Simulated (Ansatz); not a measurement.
# Lattice vibrations of HgTe at Γ at 12 GPa

Level of theory: DFT PBEsol, scalar-relativistic, plane waves, PAW in Ansatz 0.2.0. Settings: 420 eV plane-wave cutoff, Γ-centred 12×12×12 mesh, Fermi-Dirac smearing of 0.15 eV. No spin polarisation. Phonons by linear response, acoustic sum rule imposed.

The cell, relaxed at 12 GPa:
```xyz
2
Lattice="0.0000 3.0658 3.0658 3.0658 0.0000 3.0658 3.0658 3.0658 0.0000" Properties=species:S:1:pos:R:3 pbc="T T T"
Hg    0.0000    0.0000    0.0000
Te    4.5986    4.5986    4.5986
```

In a metal, frequencies and elastic constants depend on the k mesh and the smearing, soft modes and shear constants most. Spin–orbit coupling is left out, which can shift energies with elements as heavy as these.

Problem. Is this structure stable against zone-centre distortions?

Solution. Yes, at Γ: no optical mode is imaginary. Strains and other wave vectors aren't tested by this run.

Problem. List the optical modes at Γ (i marks imaginary ones).

Solution.
```json
{"frequency (THz)": "4.75", "degeneracy": "3"}
```

The bands only touch here, so at this level the crystal is a zero-gap semiconductor or semimetal, not an ordinary metal; spin–orbit coupling, left out, can open or move such a gap.

Cost: 1 run of about 0.53 core-minutes, on Intel Xeon 6975P-C (Granite Rapids) (shared hosts).